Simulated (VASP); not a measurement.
Wanted: the native input for a VASP 6.6.1 run.

* Task: single point
* Functional: PBE
* Potentials or basis: VASP PAW PBE potentials, release 64 (Ca_sv, Se)
* Cutoff: 520 eV
* k mesh: 6 × 6 × 6
* Occupations: fermi-dirac, width 0.02 eV
* Spin: no spin polarisation
* Dipole correction: no
* Further INCAR settings: ALGO = Fast; EDIFF = 1e-07; NBANDS = 15

The structure of CaSe lies in POSCAR:

```
CaSe
1.0
    0.0000000000      3.3549912827      3.3549912827
    3.3549912827      0.0000000000      3.3549912827
    3.3549912827      3.3549912827      0.0000000000
Ca Se
1 1
Direct
    0.0000000000      0.0000000000      0.0000000000
    0.2500000000      0.2500000000      0.2500000000
```

The cell was built by a generator and needn't be a form met in nature.

The cell isn't the ideal one: hydrostatic strain +2.3%.

These files were run (other wordings do the same):

INCAR

```
ALGO = Fast
EDIFF = 1E-7
ENCUT = 520
GGA = PE
ISIF = 2
ISMEAR = -1
LASPH = T
LCHARG = T
LELF = T
LREAL = F
LVHAR = T
LWAVE = F
NBANDS = 15
NELM = 100
PREC = Accurate
SIGMA = 0.02
```

KPOINTS

```
k-points
0
Gamma
  6 6 6
```

Potentials or basis: VASP PAW PBE potentials, release 64 (Ca_sv, Se).

Launch:

```bash
$ cat potpaw_PBE.64/Ca_sv/POTCAR potpaw_PBE.64/Se/POTCAR > POTCAR
$ mpirun -np 1 vasp_std > vasp.out
```

It gave:

```json
{
 "Pressure": "-1.5 GPa",
 "Band gap on the k mesh": "3.00 eV, indirect (least direct gap 3.07 eV)"
}
```

It took 33 s on 1 thread of Intel(R) Xeon(R) Platinum 8375C CPU @ 2.90GHz (Ice Lake), on a shared host, peak memory 0.19 GiB.
